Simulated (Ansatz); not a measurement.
Runs of Ansatz 0.2.0 on Mg. It takes space group P6_3/mmc (No. 194, hexagonal). The conventional cell has a = 3.177 Å, b = 3.177 Å, c = 10.319 Å, α = 90.00°, β = 90.00°, γ = 120.00°. Mg (site symmetry -6m2) is surrounded by 12 Mg at 3.17 to 3.18 Å. Around Mg (site symmetry -3m) lie 12 Mg at 3.17 to 3.18 Å. 

```tsv
level	cutoff (eV)	gap on the mesh (eV)	pressure (GPa)
r2SCAN50	500	none	(a)
PBE0	420	none	0.4
HF	420	none	3.8
PBEsol0	420	none	-0.1
```

Alike in all rows: task single point; potentials or basis Ansatz PAW; no spin polarisation; cell as given; k mesh 5 × 5 × 2; smearing fermi-dirac 0.05 eV; the mesh is coarse, so values aren't converged.

Task: Estimate the missing entries.

Result: (a) 0.2.

Caveats: all runs use coarse meshes; the PAW data sets come from PBE, with cores solved anew for the run's functional, which leaves a small shift of forces and pressure; the thresholds are loose for stress.

A gap of «none» marks a metal or a gap under the smearing width.
